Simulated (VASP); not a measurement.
## HfC: relaxation of cell and atoms with PBE

HfC:

```
Hf C
1.0
     0.00000    2.32321    2.32321
     2.32321    0.00000    2.32321
     2.32321    2.32321    0.00000
Hf C
1 1
Direct
  0.50000 0.50000 0.50000
  0.00000 0.00000 0.00000
```

```json
{"Program": "VASP 6.6.1", "Task": "relaxation of cell and atoms", "Functional": "PBE", "Potentials or basis": "VASP PAW PBE potentials, release 64 (Hf_pv, C_h)", "Cutoff": "900 eV", "k mesh": "16 × 16 × 16", "Occupations": "gaussian, width 0.1 eV", "Spin": "no spin polarisation", "Further INCAR settings": "ALGO = Normal; EDIFF = 1e-07; IBRION = 2; EDIFFG = -0.002; NSW = 80; ISIF = 3"}
```

- Pressure after relaxing: 0.0 GPa
- Band gap on the k mesh: none (metal or under the smearing width)

Final structure:
```xyz
2
Lattice="0.0000 2.3232 2.3232 2.3232 0.0000 2.3232 2.3232 2.3232 0.0000" Properties=species:S:1:pos:R:3 pbc="T T T"
Hf    2.3232    2.3232    2.3232
C     0.0000    0.0000    0.0000
```

Levels at points of the mesh, in eV from the Fermi level:
| k point | band 3 | band 4 | band 5 | band 6 | band 7 | band 8 | band 9 | band 10 | band 11 |
| --- | --- | --- | --- | --- | --- | --- | --- | --- | --- |
| (0.00, 0.00, 0.00) | -29.54 | -12.30 | 1.02 | 1.02 | 1.02 | 1.41 | 1.41 | 1.41 | 3.42 |
| (0.50, 0.00, 0.00) | -29.61 | -8.54 | -6.13 | -2.97 | -2.97 | 5.35 | 5.35 | 5.82 | 6.58 |
| (0.50, 0.50, 0.00) | -29.77 | -10.40 | -2.56 | -1.76 | -0.07 | -0.07 | 5.34 | 6.78 | 6.78 |

Run time: 32 s on 1 thread of Intel(R) Xeon(R) Platinum 8488C (Sapphire Rapids) (shared host), peak memory 0.26 GiB.

Caveat: the cutoff is under 1.25 times the usual one of these potentials, so pressure, stress and relaxed cells hold a basis-set (Pulay) error; the relaxation stopped at its first step, so nothing moved. The run has no spin-orbit coupling, so splittings on Hf are missing.
